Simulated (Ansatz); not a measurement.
Results of r²SCAN (Ansatz, a program for electronic structure, PAW) for fluorite SrF₂.

Numerical settings: plane-wave cutoff 500 eV, 10×10×10 k mesh, gaussian smearing 0.02 eV, scalar-relativistic PAW data made under PBE.

Computed at the level's own relaxed cell.

**Question.** Give the computed volume per atom, lattice constant a and band gap.

**Answer.** 
* **volume per atom**: 16.18 Å³/atom
* **lattice constant a**: 5.791 Å
* **band gap**: 7.60 eV (on the SCF k mesh)

Measured, for comparison: band gap 11.1 eV (temperature not stated, no zero-point or thermal correction; as tabulated in Aguado et al. (1999), arXiv:cond-mat/9901145).

Spin–orbit coupling is not included.

The computed numbers hold no vibrational or temperature effects.

Computing time: very roughly 11 core-seconds.
